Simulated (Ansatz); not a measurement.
# Te (tellurium): the cost of one run

Program: Ansatz 0.2.0. Level of theory: DFT LDA, scalar-relativistic, plane waves, PAW. These are calculated values, not measurements.

The COD entry's cell or inner coordinates are ideal or old and differ from later refinements, so a difference from it is no clean test against experiment.

### Step 1. The system as given

Symmetry: P3_121, No. 152, trigonal system. The conventional cell has a = 4.454 Å, b = 4.454 Å, c = 5.924 Å, α = 90.00°, β = 90.00°, γ = 120.00°. Te (site symmetry 2) has 2 Te at 2.86 Å in its first shell of neighbours.

Structure file:

```
Te
1.0
     4.45400    0.00000    0.00000
    -2.22700    3.85728    0.00000
     0.00000    0.00000    5.92400
Te
3
Direct
  0.26900 0.00000 0.33333
  0.00000 0.26900 0.66667
  0.73100 0.73100 0.00000
```

The structure rests on an entry of the Crystallography Open Database; cell or positions may have been set otherwise for this series.

### Step 2. Relaxing cell and atoms: Te (tellurium), no spin

input.yaml reads:

```yaml
crystal:
  lattice:
    - [4.454, 0.0, 0.0]
    - [-2.227, 3.857277148, 0.0]
    - [0.0, 0.0, 5.924]
  atoms:
    - { symbol: Te, position: [0.269, 0.0, 0.3333333333] }
    - { symbol: Te, position: [0.0, 0.269, 0.6666666667] }
    - { symbol: Te, position: [0.731, 0.731, 0.0] }
scf:
  occupations: { method: gaussian, width: 0.05 }
output:
  forces: true
  stress: true
  eigenvalues: true
hamiltonian:
  xc: lda
kpoints:
  mp_grid: { grid: [12, 12, 10] }
basis:
  ecutwfc: 420
relax:
  f_tol: 0.001
  max_steps: 100
  cell: { stress_tol: 0.02 }
```

Launch:

```bash
ansatz run input.yaml --threads 4 --pin off --max-ram 8192MiB --backend cpu --events-out ev --progress --plain --runs-dir out
```

What time and memory should one allow on 4 threads of Arm Neoverse N1, shared host?

About 2.5 min, with a peak of 0.64 GiB.
